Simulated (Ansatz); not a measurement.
Working through a phonon calculation by finite displacements of Te2Pt, space group P-3m1

Program: Ansatz 0.2.0 through its Python package.

`POSCAR`
```text
Te2Pt
1.0
   4.01000000    0.00000000    0.00000000
  -2.00500000    3.47276187    0.00000000
   0.00000000    0.00000000    5.20100000
Te Pt
2 1
Direct
   0.33333333    0.66666667    0.25000000
   0.66666667    0.33333333    0.75000000
   0.00000000    0.00000000    0.00000000
```

The cells in order, each with its output:

In [1]:
```python
from pathlib import Path

import ansatz as az
from ase.io import read
import numpy as np
```

In [2]:
```python
atoms = read("POSCAR", format="vasp")
te2pt = az.Crystal.from_ase(atoms)
```

In [3]:
```python
[site.symbol for site in te2pt.resolved().sites]
```
Out [3]:
```text
['Te', 'Te', 'Pt']
```

In [4]:
```python
# the cell itself: zone-centre modes alone
setup = (
    te2pt.calculation()
    .functional("pbe")
    .pseudopotentials("paw")
    .basis(550)
    .occupations("methfessel_paxton", width=0.05)
    .scf(tolerance=1e-09)
    .kpoints(8, 8, 6)
    .phonons("fd", supercell=1)
)
result = setup.run(runs_dir="out")
folder = Path(result.output_folder) / "results"
ph = result.phonons

for mode, w in enumerate(ph.gamma_omega_inv_cm, start=1):
    print(f"Gamma mode {mode:2d}: {w:8.1f} 1/cm  {w / 33.35641:7.3f} THz")
print(f"{ph.n_members} displaced supercells, sum-rule residual {ph.asr_residual_pre_ev_ang2:.1e} eV/A^2")
optical = np.sort(ph.gamma_omega_inv_cm)
print("imaginary modes at Gamma:", int((optical < -10).sum()), "- highest mode", round(float(optical[-1]), 1), "1/cm")
```
```text
Gamma mode  1:      0.0 1/cm    0.000 THz
Gamma mode  2:      0.0 1/cm    0.000 THz
Gamma mode  3:      0.0 1/cm    0.000 THz
Gamma mode  4:    124.3 1/cm    3.726 THz
Gamma mode  5:    124.3 1/cm    3.726 THz
Gamma mode  6:    152.5 1/cm    4.573 THz
Gamma mode  7:    175.2 1/cm    5.252 THz
Gamma mode  8:    188.8 1/cm    5.661 THz
Gamma mode  9:    188.8 1/cm    5.661 THz
3 displaced supercells, sum-rule residual 8.2e-05 eV/A^2
imaginary modes at Gamma: 0 - highest mode 188.8 1/cm
```

The run is spin-unpolarised. The cell isn't relaxed first, so the values belong to this volume. For a metal this k-point mesh is coarse: on a finer one energies can move by several to tens of meV an atom and pressures by half a GPa or more, differences at one mesh by less. Of the deposited cell: the entry's cell lengths or inner coordinates differ somewhat from later room-temperature determinations. Spin-orbit coupling, which matters for elements this heavy, is left out. The starting cell is as deposited in a crystallographic database; the results hold for this polymorph, which needn't be the stable one. The structure is taken as given and the supercell is small; imaginary modes can come from an unrelaxed or unstable start. Phonons of metals also depend on mesh and smearing. It ran for 100 s on 1 thread of Arm Neoverse V1 (shared host), peak memory 0.71 GiB.
